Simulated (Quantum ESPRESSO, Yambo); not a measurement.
# SiC (Moissanite): G0W0 with Yambo, start to end, part 3 of 3

Wanted: ground state, empty states, screening and self-energy for SiC (Moissanite).

Quantum ESPRESSO 7.5 and Yambo 5.3.0; PBE and many-body steps on it, plane waves. Known limits of the many-body steps: not at the basis limit; coarse k mesh.

So far. Step 3 (Bands along the symmetry lines): The gap is 2.012 eV, −0.005 eV from the run before at this level. Step 4 (Empty states on the mesh, 6×6×1 mesh, 306 bands): On this mesh the gap is 2.017 eV.

### Step 5. Conversion and set-up

This step: Yambo 5.3.0; conversion and set-up on PBE, plane waves, norm-conserving pseudopotentials.

The states are converted to the many-body program's format and the q mesh is built.

Started as:

```bash
$ (cd o/x.save; p2y > p2y.log; mv SAVE ../..); yambo > setup.log
```

Output:

```text
 Yambo, version 5.3.0

 [02] CORE Variables Setup
 =========================

  [02.01] Unit cells
  ==================

  Cell kind             :  HCP
  Atoms in the cell     :  Si  C
  number of Si atoms    :   6
  number of C  atoms    :   6

  List of atomic masses
  Mass of Si    :  28.08500
  Mass of C     :  12.01100

  List of atomic coordinates    : [cc]
  Si1       :  0.000000  0.000000  0.000000  order 1
  Si2       :   0.00000   0.00000  14.29086  order 2
  Si3       : -0.29111E-09   3.3615       4.7560      order 3
  Si4       :   2.91112   1.68074  19.04686  order 4
  Si5       :  2.911123  1.680738  9.514858  order 5
  Si6       : -0.29111E-09   3.3615       23.806      order 6
  C1       : -0.29111E-09   3.3615       1.1776      order 7
  C2       :   2.91112   1.68074  15.46843  order 8
  C3       :  2.911123  1.680738  5.945000  order 9
  C4       : -0.29111E-09   3.3615       20.236      order 10
  C5       :   0.00000   0.00000  10.70672  order 11
  C6       :   0.00000   0.00000  24.99758  order 12

  Alat factors          :   5.82225   5.04221  28.58173 [a.u.]
  Direct lattice volume :  839.0740 [a.u.]
  Direct lattice vectors:  A[ 1 ]  A[ 2 ]  A[ 3 ]
   A[ 1 ]:  1.000000 -0.000000  0.000000  [iru]
   5.822246 -0.000000  0.000000  [cc]
   A[ 2 ]: -0.500000  1.000000  0.000000  [iru]
  -2.911123  5.042213  0.000000  [cc]
   A[ 3 ]:  0.000000  0.000000  1.000000  [iru]
    0.00000   0.00000  28.58173  [cc]

  Recip. lattice volume :  0.295624 [a.u.]
  Recip. lattice vectors:  B[ 1 ]  B[ 2 ]  B[ 3 ]
   B[ 1 ]:  1.000000  0.500000  0.000000  [iku]
   1.079169  0.623058 -0.000000  [cc]
   B[ 2 ]:  0.000000  1.000000  0.000000  [iku]
   0.000000  1.246117 -0.000000  [cc]
   B[ 3 ]:  0.000000  0.000000  1.000000  [iku]
  -0.000000 -0.000000  0.219832  [cc]

  [02.02] Symmetries
  ==================

  Inversion symmetry    : yes
  Spatial inversion     : no
  Inversion index       :   7
  K-space Time-reversal : yes
  Magnetic symmetries   : no
  Time-reversal derived K-space symmetries:   7  12
  Group table correct   : yes
  Symmetries units      :  [cc]

   [S  1]:   1.0000       0.0000       0.0000     -0.31115E-16   1.0000       0.0000       0.0000       0.0000       1.0000
   [S  2]: -0.500000  0.866025  0.000000 -0.866025 -0.500000  0.000000  0.000000  0.000000  1.000000
   [S  3]: -0.500000 -0.866025  0.000000  0.866025 -0.500000  0.000000  0.000000  0.000000  1.000000
   [S  4]:  -1.0000       0.0000       0.0000      0.31115E-16   1.0000       0.0000       0.0000       0.0000       1.0000
   [S  5]:  0.500000  0.866025  0.000000  0.866025 -0.500000  0.000000  0.000000  0.000000  1.000000
   [S  6]:  0.500000 -0.866025  0.000000 -0.866025 -0.500000  0.000000  0.000000  0.000000  1.000000
   [S* 7]:  -1.0000      -0.0000      -0.0000      0.31115E-16  -1.0000      -0.0000      -0.0000      -0.0000      -1.0000
[...]
K/Q-points units:
  rlu = crystal or reduced units; cc = cartesian coordinates; iku = interal k-units

  K [1]          [rlu]:  0.000000  0.000000  0.000000
         WF components:   8941
  K [2]          [rlu]:  0.000000  0.166667  0.000000
         WF components:   8976
  K [3]          [rlu]:  0.000000  0.333333  0.000000
         WF components:   9014
  K [4]          [rlu]:  0.000000 -0.500000  0.000000
         WF components:   9034
  K [5]          [rlu]:  0.166667  0.166667  0.000000
         WF components:   9010
  K [6]          [rlu]:  0.166667  0.333333  0.000000
         WF components:   9055
  K [7]          [rlu]:  0.333333  0.333333  0.000000
         WF components:   9084

  [02.05] Energies & Occupations
  ==============================

  [X] === General ===
  [X] Electronic Temperature                        :  0.000000  0.000000 [eV K]
  [X] Bosonic    Temperature                        :  0.000000  0.000000 [eV K]
  [X] Finite Temperature mode                       : no
  [X] El. density                                   :  0.38604E+24 [cm-3]
  [X] Fermi Level                                   :  9.528320 [eV]

  [X] === Gaps and Widths ===
  [X] Conduction Band Min                           :  2.016740 [eV]
  [X] Valence Band Max                              :  0.000000 [eV]
  [X] Filled Bands                                  :  24
  [X] Empty Bands                                   :   25  306
  [X] Direct Gap                                    :  3.123141 [eV]
  [X] Direct Gap localized at k                     :   4
  [X] Indirect Gap                                  :  2.016740 [eV]
  [X] Indirect Gap between kpts                     :   1   4
  [X] Last valence band width                       :  2.077945 [eV]
  [X] 1st conduction band width                     :  3.147621 [eV]

  E @ K [1]:  [eV]
  -15.45523 -14.94927 -14.88428 -13.42485 -13.36216 -11.89786  -8.58747  -6.25180
[...]
occ @ K [1]
[...]
E @ K [2]:  [eV]
[...]
occ @ K [2]
[...]
E @ K [3]:  [eV]
[...]
occ @ K [3]
[...]
E @ K [4]:  [eV]
[...]
occ @ K [4]
[...]
E @ K [5]:  [eV]
[...]
occ @ K [5]
[...]
E @ K [6]:  [eV]
[...]
occ @ K [6]
[...]
E @ K [7]:  [eV]
[...]
occ @ K [7]
[...]
0.000000  0.000000  0.000000  0.000000  0.000000  0.000000  0.000000  0.000000
   0.000000  0.000000  0.000000  0.000000  0.000000  0.000000  0.000000  0.000000

 [03] Transferred momenta grid and indexing
 ==========================================

 IBZ Q-points                                      :   7
 BZ  Q-points                                      :   36

 K/Q-points units:
 rlu = crystal or reduced units; cc = cartesian coordinates; iku = interal k-units

 Q [1]          [rlu]:  0.000000  0.000000  0.000000
 Q [2]          [rlu]: -0.59880E-17  0.16667       0.0000
 Q [3]          [rlu]: -0.11976E-16  0.33333       0.0000
 Q [4]          [rlu]:  0.17964E-16 -0.50000       0.0000
 Q [5]          [rlu]:  0.166667  0.166667  0.000000
 Q [6]          [rlu]:  0.166667  0.333333  0.000000
 Q [7]          [rlu]:  0.333333  0.333333  0.000000

  [03.01] X indexes
  =================

   [03.01.01] Sigma indexes
   ========================

 [06] Game Over & Game summary
```

Run time: 2.3 s. Hardware: 1 MPI rank of Arm Neoverse V2, shared host; peak memory 0.24 GiB.

### Step 6. Screening and self-energy, 6×6×1 mesh, 306 bands, screening to 163.3 eV

Now the one-shot GW correction: screening in the RPA, then the self-energy of the levels asked for.

This step: G0W0 on PBE, plane waves, norm-conserving pseudopotentials.

gw1.in

```
HF_and_locXC
gw0
dyson
ppa
em1d
rim_cut
RandQpts= 1000000
RandGvec= 1 RL
EXXRLvcs= 74 Ry
VXCRLvcs= 296 Ry
Chimod= "HARTREE"
% BndsRnXp
 1 | 306 |
%
NGsBlkXp= 12 Ry
% LongDrXp
 1 | 1 | 1 |
%
% GbndRnge
 1 | 306 |
%
DysSolver= "n"
ExtendOut
PPAPntXp= 27.21138 eV
% QPkrange
 1 | 1 | 23 | 26 |
 4 | 4 | 23 | 26 |
%
```

Started as:

```bash
$ OMP_NUM_THREADS=2 mpirun -n 2 yambo -F gw1.in -J gw1 -C gw1 > gw1.log
```

Output:

```text
 Yambo, version 5.3.0

 [02] CORE Variables Setup
 =========================

  [... cell, symmetries and grids as in the set-up ...]

  [02.05] Energies & Occupations
  ==============================

  [X] === General ===
  [X] Electronic Temperature                        :  0.000000  0.000000 [eV K]
  [X] Bosonic    Temperature                        :  0.000000  0.000000 [eV K]
  [X] Finite Temperature mode                       : no
  [X] El. density                                   :  0.38604E+24 [cm-3]
  [X] Fermi Level                                   :  9.528320 [eV]

  [X] === Gaps and Widths ===
  [X] Conduction Band Min                           :  2.016740 [eV]
  [X] Valence Band Max                              :  0.000000 [eV]
  [X] Filled Bands                                  :  24
  [X] Empty Bands                                   :   25  306
  [X] Direct Gap                                    :  3.123141 [eV]
  [X] Direct Gap localized at k                     :   4
  [X] Indirect Gap                                  :  2.016740 [eV]
  [X] Indirect Gap between kpts                     :   1   4
  [X] Last valence band width                       :  2.077945 [eV]
  [X] 1st conduction band width                     :  3.147621 [eV]

 [03] Transferred momenta grid and indexing
 ==========================================

 IBZ Q-points                                      :   7
 BZ  Q-points                                      :   36

 K/Q-points units:
 rlu = crystal or reduced units; cc = cartesian coordinates; iku = interal k-units

 Q [1]          [rlu]:  0.000000  0.000000  0.000000
 Q [2]          [rlu]: -0.59880E-17  0.16667       0.0000
 Q [3]          [rlu]: -0.11976E-16  0.33333       0.0000
 Q [4]          [rlu]:  0.17964E-16 -0.50000       0.0000
 Q [5]          [rlu]:  0.166667  0.166667  0.000000
 Q [6]          [rlu]:  0.166667  0.333333  0.000000
 Q [7]          [rlu]:  0.333333  0.333333  0.000000

 [04] Coloumb potential Random Integration (RIM)
 ===============================================

  [04.01] RIM initialization
  ==========================

  * Diagonal components only detected *

  8 x (sBL volume)        :  0.065694 [a.u.]
  sBZ random points       :  1000000
  Points outside the sBZ  :   7993074
  RL volume               :  0.295624 [a.u.]
  Integrated volume       :  0.295880 [a.u.]

  [04.02] RIM integrals
  =====================

  Gamma point sphere radius             :  0.073191 [a.u.]
  Points outside the sphere             :   799491
  [Int_sBZ(q=0) 1/q^2]*(Vol_sBZ)^(-1/3) =:  7.699861
                                 should be <:  7.795600

  Summary of Coulomb integrals for non-metallic bands |Q|[au] RIM/Bare

  Q [1] 0.100000E-4 0.987719 * Q [2] 0.207686 1.035382
  Q [5] 0.359723 1.014582 * Q [3] 0.415372 1.011323
  Q [6] 0.549486 1.006889 * Q [4] 0.623058 1.006049
  Q [7] 0.719446 1.004351

 [05] Dipoles
 ============

  [05.01] Setup: observables and procedures
  =========================================

  [WARNING] [x,Vnl] slows the Dipoles computation. To neglect it rename the ns.kb_pp file

 [06] Dynamic Dielectric Matrix (PPA)
 ====================================

 [WR./gw1//ndb.pp]---------------------------------------------------------------
  Brillouin Zone Q/K grids (IBZ/BZ)                :    7   36    7   36
  RL vectors                                       :  11311 [WF]
  Coulomb cutoff potential                         : none
  Electronic Temperature                           :  0.000000 [K]
  Bosonic    Temperature                           :  0.000000 [K]
  PPA    diel. fun.  energies                      : Perdew, Burke & Ernzerhof(X)+Perdew, Burke & Ernzerhof(C)
  wavefunctions                                    : Perdew, Burke & Ernzerhof(X)+Perdew, Burke & Ernzerhof(C)
  Global Gauge                                     : length
  X matrix size                                    :   601
  X band range                                     :    1  306
  X e/h energy range                               : -1.000000 -1.000000 [eV]
  X Time ordering                                  : R
  X Hxc Kernel                                     : HARTREE
  X Drude frequency                                :  0.000000  0.000000
  X poles                                          :  100.0000 [o/o]
  RL vectors in the sum                            :  11311
  [r,Vnl] included                                 : yes
  Field direction                                  :  0.577350E-5  0.577350E-5  0.577350E-5
  BZ energy Double Grid                            : no
  BZ energy DbGd points                            : 0
  BZ Q point size factor                           : -1.000000
  X Optical Averaged directions                    : none

 [07] Local Exchange-Correlation + Non-Local Fock
 ================================================

 [VXC] Plane waves :   72085
 [EXS] Plane waves :   8953

 QP @ state[ 1 ] K range:  1  1
 QP @ state[ 1 ] b range:  23  26
 QP @ state[ 2 ] K range:   4   4
 QP @ state[ 2 ] b range:  23  26

 [xc] Functional : Perdew, Burke & Ernzerhof(X)+Perdew, Burke & Ernzerhof(C)
 [xc] LIBXC used to calculate xc functional
  PP Number of Atomic Species                      :  2
  NLCC RL compoments                               :   72085
  PP Number of Atomic Species                      :  2
  NLCC RL compoments                               :   72085

 [xc] E_xc :  -18.27642 [Ha]
      E_xc :  -36.55284 [Ry]

  Local XC kind (lXC) : Perdew, Burke & Ernzerhof(X)+Perdew, Burke & Ernzerhof(C)
  Non-Local XC kind (nlXC) : Hartree-Fock

  Corrections @ K [1] :  [eV]
 <23|nlXC|23> = -17.32276  0.44448E-17 <23|lXC|23> = -14.95422  0.000000
 <24|nlXC|24> = -17.32275  0.49513E-17 <24|lXC|24> = -14.95422 -0.18882E-15
 <25|nlXC|25> = -6.944283  0.10610E-18 <25|lXC|25> = -12.14735  0.18882E-15
 <26|nlXC|26> = -6.855815  0.17076E-17 <26|lXC|26> = -12.09673  0.000000

  Corrections @ K [4] :  [eV]
 <23|nlXC|23> = -16.70559  0.18323E-16 <23|lXC|23> = -13.90584 -0.47204E-16
 <24|nlXC|24> = -17.33410  0.38512E-17 <24|lXC|24> = -14.49916  0.72281E-16
 <25|nlXC|25> = -6.763821 -0.15531E-17 <25|lXC|25> = -10.92842  0.70806E-16
 <26|nlXC|26> = -6.504908 -0.25544E-17 <26|lXC|26> = -10.77706  0.29503E-16

 [08] Dyson equation: Newton solver
 ==================================

  [08.01] G0W0 (W PPA)
  ====================

  [  GW  ] Bands range     :    1  306
  [GW/PPA] G damping       :  0.100000 [eV]

  QP @ state[ 1 ] K range:  1  1
  QP @ state[ 1 ] b range:  23  26
  QP @ state[ 2 ] K range:   4   4
  QP @ state[ 2 ] b range:  23  26

   Sc/G bands                                       :    1  306
   Sc/G damping                                     :  0.100000 ev
   Sc bands terminator                              : no
   Sx RL components                                 :   8953

   QP @ state[ 1 ] K range                          :  1  1
   QP @ state[ 1 ] b range                          :  23  26
   QP @ state[ 2 ] K range                          :   4   4
   QP @ state[ 2 ] b range                          :  23  26
   GF energies kind                                 : Perdew, Burke & Ernzerhof(X)+Perdew, Burke & Ernzerhof(C)
   GF WF`s kind                                     : Perdew, Burke & Ernzerhof(X)+Perdew, Burke & Ernzerhof(C)
   Xs energies kind                                 : Perdew, Burke & Ernzerhof(X)+Perdew, Burke & Ernzerhof(C)
   Xs WF`s kind                                     : Perdew, Burke & Ernzerhof(X)+Perdew, Burke & Ernzerhof(C)

 [11] Game Over & Game summary
```

The job ended after 18 min (2 MPI ranks; peak memory 1.6 GiB).

This step gave:

```yaml
g0w0_gap_on_the_points_computed: 2.665 eV
starting_gap_on_the_mesh: 2.017 eV
k_of_the_valence_top: 0, 0, 0
k_of_the_conduction_bottom: 0, -0.5, 0
least_direct_g0w0_gap_on_the_computed_points: 3.922 eV
z_at_the_valence_top: 0.7992
z_at_the_conduction_bottom: 0.8224
```

The gap on the mesh goes from 2.02 eV to 2.66 eV, a correction of +0.65 eV.

Limits: finite bands, cutoff and mesh; coarse k mesh. v1 is the top filled band, c1 the lowest empty one. The levels before and after the correction (eV, zero at the valence-band top of each column):

```csv
,conduction bottom,valence top
Kohn-Sham,2.02,0.00
G0W0,2.66,0.00
```

```csv
,level,energy (eV)
Kohn-Sham,Γ v2-v1,0.000
Kohn-Sham,Γ c1,5.164
Kohn-Sham,Γ c2,5.336
Kohn-Sham,(0 -0.5 0) v2,-1.662
Kohn-Sham,(0 -0.5 0) v1,-1.106
Kohn-Sham,(0 -0.5 0) c1,2.017
Kohn-Sham,(0 -0.5 0) c2,2.207
G0W0,Γ v2-v1,0.000
G0W0,Γ c1,6.001
G0W0,Γ c2,6.165
G0W0,(0 -0.5 0) v2,-1.854
G0W0,(0 -0.5 0) v1,-1.257
G0W0,(0 -0.5 0) c1,2.665
G0W0,(0 -0.5 0) c2,2.855
```

### Step 7. Where the time went

Times are wall times on the hardware named with each run, good to a factor of about two.

```csv
step,time,share,memory (GiB)
ground state,30 s,3 %,0.51
bands along the symmetry lines,34 s,3 %,0.39
empty states on the mesh,62 s,5 %,1.2
conversion and set-up,2.3 s,0 %,0.24
screening and self-energy,18 min,89 %,1.6
```

### Step 8. What came out

| Quantity | Value |
| --- | --- |
| PBE gap | 2.01 eV, indirect |
| G0W0 gap on the mesh | 2.66 eV |
| GW settings | 6×6×1 mesh, 306 bands, screening to 163.3 eV, Godby-Needs plasmon pole |
| known limits | not at the basis limit; coarse k mesh |

G0W0 moves the gap on the mesh from 2.02 eV to 2.66 eV (+0.65 eV), with Z of 0.80 and 0.82 at the edges. Only 2 of the mesh's irreducible points were corrected, so a valley elsewhere could overtake. The dearest step here is «screening and self-energy». Against experiment, by G0W0@PBE: the gap of 2.66 eV lies −0.36 eV from the measured 3.02 eV (kind not stated, quoted 2020); the gap of 2.66 eV lies −0.37 eV from the measured 3.03 eV (indirect, quoted 2018); the gap of 2.66 eV lies −0.34 eV from the measured 3 eV (optical, 2017). An exciton line or allowed optical edge lies below the quasiparticle gap by the binding energy; a forbidden edge can push the onset above it. The calculation has static nuclei and no excitons; a measured gap holds zero-point and thermal motion, which mostly lowers it. Bands and cutoff are finite, so the gap is not at the basis limit. The miss can reach some tenths of an eV and take either sign; the mesh is an error of its own. In the G0W0 run levels were corrected at 2 k points alone, so a gap called «on the mesh» is the least over those, and an edge elsewhere would be missed. The 6×6×1 mesh is coarse for this cell, which bears on the long-range parts of exchange and screening.

[Paths, hosts, dates, memory and timing lines, banners, echoed tables and standing remarks are left out of the program output.]

[Logs are printed without paths, hosts, clocks, repeated set-up lines and the standing remarks that a program may print on its own settings, such as how far it seeks lower states.]

[Runs of the session that timed out or met a known fault of the program may be left out.]

[Hosts, paths, dates, database ids (printed as entryN), source tags and the programs' standing remarks are cut or masked in the printed files.]
